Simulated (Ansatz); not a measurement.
Write the native input for Ansatz 0.2.0 that does the following.

- Task: single point
- Functional: HSE06
- Potentials or basis: all-electron PAW datasets made for the crystal
- Cutoff: 430 eV (chosen from the basis error)
- k mesh: 8 × 8 × 8
- Occupations: fermi-dirac, width 0.05 eV
- Spin: no spin polarisation

The system is MgO.

```xyz
2
Lattice="0.0000 2.0970 2.0970 2.0970 0.0000 2.0970 2.0970 2.0970 0.0000" Properties=species:S:1:pos:R:3 pbc="T T T"
Mg    0.0000    0.0000    0.0000
O     2.0970    2.0970    2.0970
```

The cell is a database's computed one.

These files were run (other wordings do the same):

input.yaml

```yaml
crystal:
  lattice:
    - [0.0, 2.0970013927, 2.0970013927]
    - [2.0970013927, 0.0, 2.0970013927]
    - [2.0970013927, 2.0970013927, 0.0]
  atoms:
    - { symbol: Mg, position: [0.0, 0.0, 0.0] }
    - { symbol: O, position: [0.5, 0.5, 0.5] }
kpoints:
  mp_grid: { grid: [8, 8, 8] }
scf:
  occupations: { method: fermi_dirac, width: 0.05 }
hamiltonian:
  xc: hse06
  pseudopotentials: { kind: all_electron, datasets: crystal }
output:
  forces: true
  stress: true
```

Potentials or basis: all-electron PAW datasets made for the crystal.

Run with:

```bash
$ ansatz run input.yaml --threads 1 --pin off --max-ram 3072MiB --backend cpu --events-out ev --progress --plain --runs-dir out
```

Results of the run:

```
Pressure               : 0.9 GPa
Band gap on the k mesh : 6.61 eV, direct
```

Wall time 2.7 min on 1 thread of Intel(R) Xeon(R) Platinum 8488C (Sapphire Rapids), with other jobs on the host, peak memory 0.95 GiB.
